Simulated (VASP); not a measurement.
The system is Tb.

```
CELL_PARAMETERS angstrom
3.60100 0.00000 0.00000
-1.80050 3.11856 0.00000
0.00000 0.00000 5.69360
ATOMIC_POSITIONS crystal
Tb 0.66667 0.33333 0.75000
Tb 0.33333 0.66667 0.25000
```

Base run:

```yaml
Program: VASP 6.6.1
Functional: PBE
Potentials_or_basis: VASP PAW PBE potentials, release 64 (Tb)
Cutoff: 600 eV
k_mesh: 7 × 7 × 4
Occupations: fermi-dirac, width 0.05 eV
Spin: collinear spin, ferromagnetic start
Starting_moments: "[6.0, 6.0] μB"
```

Its results: pressure 0.6 GPa; net moment 11.86 μB per cell.

Task: The run is repeated on the same cell with these changes: potentials or basis from VASP PAW PBE potentials, release 64 (Tb) to VASP PAW PBE potentials, release 64 (Tb_3), 4f in core; further incar settings from ALGO = Normal; EDIFF = 1e-07; NBANDS = 30 to ALGO = Normal; EDIFF = 1e-07; NBANDS = 20; valence electrons from 38 to 18. What comes out?

Result: Pressure 0.8 GPa; net moment 0.00 μB per cell.

Caveats: the magnetic or orbital state may not be the lowest.
